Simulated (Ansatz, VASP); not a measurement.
## Two plane-wave programs on Ni

```
Ni
1.0
     2.49176    0.00000    0.00000
    -1.24588    2.15792    0.00000
     0.00000    0.00000    4.06904
Ni
2
Cartesian
  0.0000 1.4386 1.0173
  1.2459 0.7193 3.0518
```

The cell was built by a generator and needn't be a form met in nature.

Alike in both runs: task relaxation of cell and atoms; functional PBEsol; k mesh 14 × 14 × 8; occupations fermi-dirac, width 0.1 eV; no spin polarisation.

```csv
,VASP,Ansatz
version,VASP 6.6.1,Ansatz 0.2.0
potentials or method,"VASP PAW PBE potentials, release 64 (Ni)","plane waves (420 eV) with PAW, scalar-relativistic"
plane-wave cutoff (eV),600,420
valence electrons in the cell,20,36
```

Ansatz gave:

- relaxed volume (Å³/atom): 10.39
- relaxed cell length with the largest relative difference (Å): 4.018
- energy change over the relaxation (meV/atom): -19

What did VASP give for the same quantities?

Relaxed volume (Å³/atom): 10.38; relaxed cell length with the largest relative difference (Å): 4.016; energy change over the relaxation (meV/atom): -19.

The two sets of potentials don't hold the same shells in valence. Ansatz warned: «pseudo_functional_mismatch».

Caveats: the PAW data sets were made with another functional, which shifts forces and pressure a little (VASP); the run has no spin polarisation, though such a crystal can be magnetic. Spin polarisation is off, so any magnetic state and its effect on volume and gap are missing.
